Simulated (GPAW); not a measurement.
# CoO (I4/mmm) in GPAW: reference runs

How does CoO come out in PBE? The cell is run as given.

Program: GPAW 26.7.0. These are calculated values, not measurements. Logs are shortened: lines on timing, memory, paths and dates and some standing lists are left out, and cuts for length are marked. The log counts tension as positive stress, the text compression.

**1. The crystal as given**

Symmetry: I4/mmm, No. 139, tetragonal system. The conventional cell has a = 3.016 Å, b = 3.016 Å, c = 4.214 Å, α = 90.00°, β = 90.00°, γ = 90.00°. Around Co (site symmetry 4/mmm) lie 6 O at 2.11 to 2.13 Å. Around O (site symmetry 4/mmm) lie 6 Co at 2.11 to 2.13 Å.

**2. Single point, PBE, collinear spin, ferromagnetic start**

Input file run.py:

```python
from ase import Atoms
from ase.dft.bandgap import bandgap
from ase.io import write
from ase.units import Bohr, GPa
from gpaw import GPAW, PW
from gpaw.elf import elf_from_dft_calculation

atoms = Atoms(['Co', 'O'],
              cell=[[-1.508, 1.508, 2.1072475377],
                    [1.508, -1.508, 2.1072475377],
                    [1.508, 1.508, -2.1072475377]],
              scaled_positions=[[0.0, 0.0, 0.0],
                                [0.5, 0.5, 0.0]],
              pbc=True)
atoms.set_initial_magnetic_moments([2.0, 0.0])

calc = GPAW(mode=PW(800),
            xc='PBE',
            kpts={'size': (12, 12, 12), 'gamma': True},
            occupations={'name': 'fermi-dirac', 'width': 0.05},
            nbands=17,
            convergence={'density': 1e-05, 'energy': 1e-05},
            maxiter=150,
            txt='gpaw.txt')
atoms.calc = calc
energy = atoms.get_potential_energy()
forces = atoms.get_forces()
stress = atoms.get_stress()
calc.write('gs.gpw')
write('result.traj', atoms)
print(f'Energy: {energy:.6f} eV')
print('Forces (eV/A):')
print(forces.round(4))
print('Stress (GPa):', (stress / GPa).round(3))
print('Moments:', calc.get_magnetic_moments().round(3))
print('Fermi level:', round(calc.get_fermi_level(), 4), 'eV')
print(f'Gap: {bandgap(calc)[0]:.4f} eV, direct: {bandgap(calc, direct=True)[0]:.4f} eV')

# fields on the real-space grid
write('density.cube', atoms, data=calc.get_pseudo_density() * Bohr**3)
write('potential.cube', atoms, data=calc.get_electrostatic_potential())
write('spin.cube', atoms, data=(calc.get_pseudo_density(spin=0) - calc.get_pseudo_density(spin=1)) * Bohr**3)
write('elf.cube', atoms, data=elf_from_dft_calculation(calc).data)
```

Potentials or basis: GPAW PAW data sets (gpaw-data 1.2.1), pw.

Launch:

```sh
$ OMP_NUM_THREADS=1 python run.py
```

gpaw.txt:

```text
__  _  _
 | _ |_)|_||  |
 |__||  | ||/\| - 26.7.0

Input parameters:
  mode=PW(ecut=800.0),
  convergence={'density': 1e-05, 'energy': 1e-05},
  kpts=MonkhorstPack(size=(12, 12, 12), gamma=True),
  maxiter=150,
  nbands=17,
  occupations=Occupations(name='fermi-dirac', width=0.05),
  xc=XC(name='PBE')

Diagonalizing LCAO Hamiltonian
Converting LCAO to pw mode

       O

       Co

Atoms  # Å, Bohr magnetons
|   | symbol |        x |        y |        z |    initial magnetic moments |
|---|--------|----------|----------|----------|-----------------------------|
| 0 |     Co | 0.000000 | 0.000000 | 0.000000 | ( 0.0000,  0.0000,  2.0000) |
| 1 |      O | 0.000000 | 0.000000 | 2.107248 | ( 0.0000,  0.0000,  0.0000) |

Unit cell  # Å
| periodic |         x |         y |         z |  lengths |     angles |
|----------|-----------|-----------|-----------|----------|------------|
|      yes | -1.508000 |  1.508000 |  2.107248 | 2.998103 | 119.604665 |
|      yes |  1.508000 | -1.508000 |  2.107248 | 2.998103 | 119.604665 |
|      yes |  1.508000 |  1.508000 | -2.107248 | 2.998103 |  90.686115 |

Number of symmetries: 16
Symmetry operations  # r_c * U_cc + t_c -> r_c
|    | kind |            matrix            |
|----|------|------------------------------|
|  0 |  σ   |  1, 1, 1,  0, 0,-1,  0,-1, 0 |
|  1 |  C4  |  1, 1, 1,  0, 0,-1, -1, 0, 0 |
|  2 |  E   |  1, 0, 0,  0, 1, 0,  0, 0, 1 |
|  3 |  σ   |  1, 0, 0,  0, 1, 0, -1,-1,-1 |
|  4 |  σ   |  0, 1, 0,  1, 0, 0,  0, 0, 1 |
|  5 |  C2  |  0, 1, 0,  1, 0, 0, -1,-1,-1 |
|  6 |  C2  |  0, 0, 1, -1,-1,-1,  1, 0, 0 |
|  7 |  S4  |  0, 0, 1, -1,-1,-1,  0, 1, 0 |
|  8 |  C4  |  0, 0,-1,  1, 1, 1,  0,-1, 0 |
|  9 |  σ   |  0, 0,-1,  1, 1, 1, -1, 0, 0 |
| 10 |  σ   |  0,-1, 0, -1, 0, 0,  1, 1, 1 |
| 11 |  C2  |  0,-1, 0, -1, 0, 0,  0, 0,-1 |
| 12 |  C2  | -1, 0, 0,  0,-1, 0,  1, 1, 1 |
| 13 |  i   | -1, 0, 0,  0,-1, 0,  0, 0,-1 |
| 14 |  S4  | -1,-1,-1,  0, 0, 1,  1, 0, 0 |
| 15 |  C2  | -1,-1,-1,  0, 0, 1,  0, 1, 0 |

BZ-sampling:
  Number of BZ points: 1728
  Number of IBZ points: 163

  Monkhorst-Pack size: [12, 12, 12]
  Monkhorst-Pack shift: [0.041666666666666664, 0.041666666666666664, 0.041666666666666664]

K-points  # in reciprocal-cell coordinates
|     |                                coordinates |     weight |
|-----|--------------------------------------------|------------|
|   0 | ( -0.00000000,  -0.00000000,  -0.00000000) | 0.00057870 |
|   1 | (  0.08333333,  -0.08333333,  -0.00000000) | 0.00231481 |
|   2 | (  0.08333333,  -0.08333333,   0.08333333) | 0.00231481 |
|   3 | (  0.08333333,  -0.00000000,  -0.00000000) | 0.00462963 |
|   4 | (  0.08333333,   0.08333333,  -0.08333333) | 0.00115741 |
|   5 | (  0.16666667,  -0.16666667,  -0.00000000) | 0.00231481 |
|   6 | (  0.16666667,  -0.16666667,   0.08333333) | 0.00462963 |
|   7 | (  0.16666667,  -0.16666667,   0.16666667) | 0.00231481 |
|   8 | (  0.16666667,  -0.08333333,  -0.00000000) | 0.00925926 |
|   9 | (  0.16666667,  -0.08333333,   0.08333333) | 0.00462963 |
| ... |                                            |            |
| 162 | (  0.50000000,   0.50000000,   0.50000000) | 0.00057870 |

Plane wave coefficients: 1000
Cutoff: 800.0 eV

Spin-components: 2 (collinear spins)
Bands:           17
Projectors:      11
Spin-degeneracy: 1
Datatype:        complex128

Density:
  Valence electrons: 15.0
  Components: 2
  Grid points: [20 20 20]
  Charge: 0.0  # |e|

Potential:
  Grid points: [20 20 20]

species:
  Co:
    name:    Cobalt
    Z:       27.0
    valence: 9
    core:    18
    charge:  0.0  # [|e|]
    compensation charges:
      type: gauss
      rc: 0.32  # [Å]
      lmax: 2
    cutoffs:
      filter: 1.87  # [Å]
      core: 2.55  # [Å]
    projectors
    | kind |    occ | energy [eV] | rcut [Å] |
    |------|--------|-------------|----------|
    |   4s |  2.000 |      -5.469 |    1.005 |
    |   4p |  0.000 |      -1.277 |    1.058 |
    |   3d |  7.000 |      -8.205 |    1.005 |
    |    s |        |      21.742 |    1.005 |
    |    p |        |      25.934 |    1.058 |
    |    d |        |      19.007 |    1.005 |

    Using partial waves for Co as LCAO basis

  O:
    name:    Oxygen
    Z:       8.0
    valence: 6
    core:    2
    charge:  0.0  # [|e|]
    compensation charges:
      type: gauss
      rc: 0.21  # [Å]
      lmax: 2
    cutoffs:
      filter: 1.17  # [Å]
      core: 0.83  # [Å]
    projectors
    | kind |    occ | energy [eV] | rcut [Å] |
    |------|--------|-------------|----------|
    |   2s |  2.000 |     -23.961 |    0.688 |
    |   2p |  4.000 |      -9.029 |    0.598 |
    |    s |        |       3.251 |    0.688 |
    |    p |        |      18.182 |    0.598 |
    |    d |        |       0.000 |    0.619 |

    Using partial waves for O as LCAO basis

Reference energy: -39943.562207  # eV

eigensolver:
  PPCG
  Converge bands: occupied
  niter=2

density mixing:
  MSR1-Mixer
  Pratt-step length: 0.05
  Maximum mixing coefficient: 0.75
  Old densities: 10
  SVD Regularization: 0.005
  Good broyden scale: 1.0
  Trust region scale: 1.0
  Backstep threshold: 4.0
  History deletion threshold: 6.0
  Fourier metric: weight=20.0, sigma=0.015

occupation numbers:
  Fermi-Dirac:
    width: 0.0500  # eV

poisson solver:
  ecut: 6400.0  # eV

xc functional:
  name: PBE with 2 nearest neighbor stencil

convergence criteria:
- Maximum integral of absolute [dens]ity change: 1e-05 electrons / valence electron
- Maximum [total energy] change in last 3 cyles: 1e-05 eV / valence electron
- Maximum integral of absolute [eigenst]ate change: 4e-08 eV^2 / valence electron
maximum number of iterations: 150

SCF iterations
|iter     | |      energy | eigst |  dens |  magmom |
|---------|-|-------------|-------|-------|---------|
|iter:   1| |  -14.738288 | -0.04 |       |  +2.0015|
|iter:   2| |  -14.580721 | -2.09 | -0.84 |  +2.0376|
|iter:   3| |  -14.325243 | -2.00 | -0.89 |  +2.2023|
|iter:   4| |  -14.391753 | -2.70 | -1.28 |  +2.3369|
|iter:   5| |  -14.451247 | -2.59 | -1.51 |  +2.5711|
|iter:   6| |  -14.464606 | -3.18 | -1.91 |  +2.7564|
|iter:   7| |  -14.463951 | -3.28 | -1.73 |  +2.8904|
|iter:   8| |  -14.464978 | -4.59 | -2.51 |  +2.9103|
|iter:   9| |  -14.465134 | -5.54 | -3.00 |  +2.9202|
|iter:  10| |  -14.465153 | -6.03 | -3.36 |  +2.9178|
|iter:  11| |  -14.465168c| -6.58 | -3.76 |  +2.9205|
|iter:  12| |  -14.465160c| -7.36 | -3.99 |  +2.9190|
|iter:  13| |  -14.465162c| -7.86c| -4.52 |  +2.9192|
|iter:  14| |  -14.465161c| -7.61c| -4.68 |  +2.9188|
|iter:  15| |  -14.465161c| -8.24c| -5.18c|  +2.9190|

Converged in 15 steps
Energy contributions relative to reference atoms: (reference = -39943.562207)

Energy contributions:
  Kinetic:          28.068643
  Coulomb:         -24.555298
  Zero:              0.106344
  External:          0.000000
  Xc:              -18.068113
  Entropy:          -0.033474
  Spinorbit:         0.000000
  ----------------------------
  Free energy:     -14.481898
  Extrapolated:    -14.465161

dipole moment: (-8.247942, -8.247942, 0.308002)  # |e|*Ang

Total magnetic moment: (0.000000, 0.000000, 2.918951)

Local magnetic moments
|        x |        y |        z |
|----------|----------|----------|
| 0.000000 | 0.000000 | 2.519879 |  # Co   0
| 0.000000 | 0.000000 | 0.232928 |  # O    1

Fermi level: 8.909
Eigenvalues  # (at kpt = [-0.000, -0.000, -0.000])
| band index |      eig [eV] | occ [0-1] |      eig [eV] | occ [0-1] |
|------------|---------------|-----------|---------------|-----------|
|          0 |       -11.459 |     1.000 |       -10.968 |     1.000 |
|          1 |         5.607 |     1.000 |         6.158 |     1.000 |
|          2 |         5.613 |     1.000 |         6.216 |     1.000 |
|          3 |         5.623 |     1.000 |         6.216 |     1.000 |
|          4 |         5.661 |     1.000 |         7.763 |     1.000 |
|          5 |         5.661 |     1.000 |         7.763 |     1.000 |
[... 9 lines left out ...]
|         15 |        30.159 |     0.000 |        31.157 |     0.000 |
|         16 |        30.596 |     0.000 |        31.610 |     0.000 |

No gap
No difference between direct/indirect transitions

Forces  # eV/Ang
|       x |        y |        z |
|---------|----------|----------|
| 0.00000 | -0.00000 |  0.00000 |  # Co   0
| 0.00000 | -0.00000 | -0.00000 |  # O    1

Stress tensor  # eV/Ang^3
|         x |         y |         z |
|-----------|-----------|-----------|
| -0.003091 |  0.000000 |  0.000000 |
|  0.000000 | -0.003091 |  0.000000 |
|  0.000000 |  0.000000 | -0.005193 |

# Writing to gs.gpw (mode='')
```

It took 81 s on 1 thread of Intel Xeon Platinum 8488C (Sapphire Rapids), shared host; peak memory 0.27 GiB.

Results:

| Item | Value |
| --- | --- |
| Free energy | -14.4819 eV |
| Pressure | 0.6 GPa |
| Band gap on the k mesh | none (metal or under the smearing width) |
| Net moment | 2.92 μB per cell |
| Site moments | Co +2.52; O +0.23 μB |

Caveat: a cell with one magnetic atom can't hold antiferromagnetic order, which such compounds often take; semilocal functionals often make such compounds metallic where correlation or magnetic order opens a gap, which also shifts bond lengths. With open d or f shells a metallic result of PBE can be an artefact of self-interaction; +U or a hybrid may open a gap.
